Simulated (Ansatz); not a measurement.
Computed with Ansatz, DFT PBE, scalar-relativistic, plane waves, PAW. Settings: cutoff 420 eV, Γ-centred meshes spaced at most about 0.3 Å⁻¹, and about 0.25 Å⁻¹ or finer for metals (2π included), Gaussian smearing. Spin is collinear in cells that carry moments; the others ran without spin or lost their moments.

Each guess is relaxed in cell and atoms at zero pressure, on a coarse mesh first where it starts far from rest and then on a converged one. The steps can't lower the symmetry of the start, but it can rise. Energies are static (0 K, no zero-point motion).

Two unrelaxed guesses for Mg5O:

A.

```
CELL_PARAMETERS angstrom
4.57273 0.00000 0.00000
-2.28636 3.96010 0.00000
0.00000 0.00000 4.90878
ATOMIC_POSITIONS crystal
Mg 0.00000 0.33177 0.00000
Mg 0.66823 0.66823 0.00000
Mg 0.33177 0.00000 0.00000
Mg 0.66667 0.33333 0.50000
Mg 0.33333 0.66667 0.50000
O 0.00000 0.00000 0.50000
```

B.

```
CELL_PARAMETERS angstrom
0.00000 3.57486 3.57486
3.57486 0.00000 3.57486
3.57486 3.57486 0.00000
ATOMIC_POSITIONS crystal
Mg 0.12500 0.62500 0.62500
Mg 0.62500 0.62500 0.62500
Mg 0.62500 0.12500 0.62500
Mg 0.62500 0.62500 0.12500
Mg 0.25000 0.25000 0.25000
O 0.00000 0.00000 0.00000
```

Problem. Where do they end, and which end is lower?

Solution. A ends lower, by 0.80 eV/atom. A: P-62m at 14.8 Å³/atom → P-62m at 21.3 Å³/atom; B: F-43m at 15.2 Å³/atom → F-43m at 21.8 Å³/atom. Counting Mg atoms around O (those within 1.25 times the shortest such distance or 1.15 times the sum of covalent radii; the shortest distance is added where it is long for a bond), the end of A has O 6 and the end of B has O 16 from 3.3 Å. End of A. Conventional cell: a = 7.119 Å, c = 2.911 Å. Around Mg on a site of symmetry m2m lie 2 O at 2.22 Å, 4 Mg at 2.89–2.91 Å and 4 Mg at 3.15 Å; around Mg on a site of symmetry -6 lie 2 Mg at 2.91 Å and 6 Mg at 3.15 Å; O has 6 Mg at 2.22 Å and 2 O at 2.91 Å. End of B. Conventional cell: a = 8.061 Å. Mg on a site of symmetry 3m is surrounded by 6 Mg at 2.85 Å, 3 O at 3.34 Å and 3 Mg at 3.34 Å; Mg on a site of symmetry -43m is surrounded by 12 Mg at 3.34 Å and 4 O at 3.49 Å; O is surrounded by 16 Mg at 3.34–3.49 Å (long contacts).

Ends held by symmetry can be saddle points. Neither end is the lowest form computed: that has space group P-3m1 (No. 164) and lies 0.31 eV/atom below the better end. Another magnetic order may lie lower. Some structure types and database cells were kept out of the candidates from the start, so a known form may be missing.
